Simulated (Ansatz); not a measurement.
## ZrC under changes of volume

One of the cells (13.228 Å³/atom); the others are scaled copies at fixed shape and fractional positions:

```
Zr C
1.0
     0.00000    2.36500    2.36500
     2.36500    0.00000    2.36500
     2.36500    2.36500    0.00000
Zr C
1 1
Direct
  0.50000 0.50000 0.50000
  0.00000 0.00000 0.00000
```

- Program: Ansatz 0.2.0
- Functional: BPBE
- Potentials or basis: Ansatz PAW
- Cutoff: 420 eV (not typed: the program's choice for these potentials)
- k mesh: 10 × 10 × 10
- Occupations: fermi-dirac, width 0.05 eV
- Spin: no spin polarisation

```tsv
volume (Å³/atom)	energy over the lowest point (meV/atom)	pressure (GPa)
12.434	21.20	11.8
12.699	6.34	6.3
12.963	0.00	1.4
13.228	?	?
13.493	9.67	-7.0
13.757	24.23	-10.6
14.022	44.46	-13.8
```

Problem. What does the run at 13.228 Å³/atom give?

Solution. Energy over the lowest point 1.38 meV/atom; pressure -3.0 GPa.

Worked out: A Birch-Murnaghan fit of order 3 (a polynomial in V^(-2/3)) to the other rows has its minimum at 13.05 Å³/atom with B0 = V·E''(V) = 222 GPa and B' = 4.1. It gives 1.36 meV/atom at 13.228 Å³/atom, against the run's 1.38, and -dE/dV = -3.0 GPa, against -3.0.

Energies are extrapolated to zero smearing.

Caveats: the PAW data sets come from PBE, with cores solved anew for the run's functional, which leaves a small shift of forces and pressure.
